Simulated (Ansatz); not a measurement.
Write the native input for Ansatz 0.2.0 that does the following.

| Quantity | Value |
| --- | --- |
| Task | relaxation of cell and atoms |
| Functional | RPBE |
| Potentials or basis | Ansatz PAW |
| Cutoff | 420 eV (not typed: the program's choice for these potentials) |
| k mesh | 11 × 11 × 11 |
| Occupations | fermi-dirac, width 0.05 eV |
| Spin | no spin polarisation |

Nb:

```
CELL_PARAMETERS angstrom
0.00000 2.11500 2.11500
2.11500 0.00000 2.11500
2.11500 2.11500 0.00000
ATOMIC_POSITIONS crystal
Nb 0.00000 0.00000 0.00000
```

This isn't the form of Nb at room conditions, which is bcc.

One way to write it, as run:

input.yaml

```yaml
crystal:
  lattice:
    - [0.0, 2.115, 2.115]
    - [2.115, 0.0, 2.115]
    - [2.115, 2.115, 0.0]
  atoms:
    - { symbol: Nb, position: [0.0, 0.0, 0.0] }
hamiltonian:
  xc: rpbe
  pseudopotentials: { kind: paw }
kpoints:
  mp_grid: { grid: [11, 11, 11] }
scf:
  occupations: { method: fermi_dirac, width: 0.05 }
output:
  forces: true
  stress: true
  eigenvalues: true
  write_density: true
  write_potential: true
  elf: true
  volumetric_format: npy
relax:
  f_tol: 0.01
  max_steps: 40
  cell: { stress_tol: 0.05 }
```

Potentials or basis: Ansatz PAW.

Command:

```console
$ ansatz run input.yaml --threads 2 --pin off --max-ram 5632MiB --backend cpu --events-out ev --progress --plain --runs-dir out
```

Results of the run:

- Relaxed volume: 19.04 Å³/atom
- Relaxed cell: a = 2.997 Å, b = 2.997 Å, c = 2.997 Å, α = 60.00°, β = 60.00°, γ = 60.00°
- Space group after relaxing (to 0.05 Å): Fm-3m (No. 225)
- Energy gained by relaxing: 0.3 meV/atom
- Ionic steps: 3
- Pressure after relaxing: 0.0 GPa
- Band gap on the k mesh: none (metal or under the smearing width)

Caveat: the plane-wave basis is chosen anew once the cell has moved, so the energies of steps on either side of that aren't comparable; the PAW data sets come from PBE, with cores solved anew for the run's functional, which leaves a small shift of forces and pressure.

Run time: 2.5 s on 2 threads of Arm Neoverse V1 (shared host), peak memory 0.28 GiB.
